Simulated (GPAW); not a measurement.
Crystal: ZnO (zincite).

```
Zn O
1.0
     3.24931    0.00000    0.00000
    -1.62465    2.81398    0.00000
     0.00000    0.00000    5.20571
Zn O
2 2
Direct
  0.66667 0.33333 0.00000
  0.33333 0.66667 0.50000
  0.33333 0.66667 0.87901
  0.66667 0.33333 0.37901
```

Base run:

```yaml
Program: GPAW 26.7.0
Functional: r4SCAN
Potentials_or_basis: GPAW PAW data sets (gpaw-data 1.2.1)
Cutoff: 800 eV
Basis: pw
k_mesh: 6 × 6 × 3
Occupations: fermi-dirac, width 0.05 eV
Spin: no spin polarisation
```

Its results: band gap on the k mesh 1.24 eV, direct; pressure -2.8 GPa.

The run is repeated on the same cell with these changes: functional from r4SCAN to TPSS. What comes out?

Band gap on the k mesh 0.70 eV, direct; pressure 3.9 GPa.

Caveats: the PAW data sets were made with another functional, which shifts forces and pressure a little.

Not every run made on this cell is shown here.
